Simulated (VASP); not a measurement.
Runs of VASP 6.6.1 on ZrS2. The cell holds a sheet with vacuum, 3 atoms: a = 3.678 Å, b = 3.678 Å, c = 18.900 Å, α = 90.00°, β = 90.00°, γ = 120.00°. The cell was built by a generator and needn't be a form met in nature.

| task | level | spin | cell | k mesh | cutoff (eV) | grid for exact exchange (PRECFOCK) | dipole correction | screening parameter | gap on the mesh (eV) | largest force (eV/Å) |
| --- | --- | --- | --- | --- | --- | --- | --- | --- | --- | --- |
| work function | HSE06 | off | P-3m1, 73.81 Å³/atom | 6 × 6 × 1 | 520 | Fast | yes | 0.2 1/A | 2.04 | 0.11 |
| work function | PBE | off | P-3m1, 73.81 Å³/atom | 12 × 12 × 1 | 520 | - | yes | - | 1.21 | 0.12 |
| work function | PBE | non-collinear, zero start, SOC | P-3m1, 73.81 Å³/atom | 12 × 12 × 1 | 520 | - | yes | - | - | 0.12 |
| relaxation of cell and atoms | r2SCAN+rVV10 | off | relaxed | 12 × 12 × 1 | 600 | - | no | - | (a) | - |

Alike in all rows: potentials or basis VASP PAW PBE potentials, release 64 (S, Zr_sv); smearing gaussian 0.03 eV.

Q: Estimate the missing entries.

A: (a) 1.53.

Caveats: the PAW data sets were made with another functional, which shifts forces and pressure a little (some runs).

A k mesh can miss the band edges, and rows without SOC leave out spin-orbit coupling on Zr.
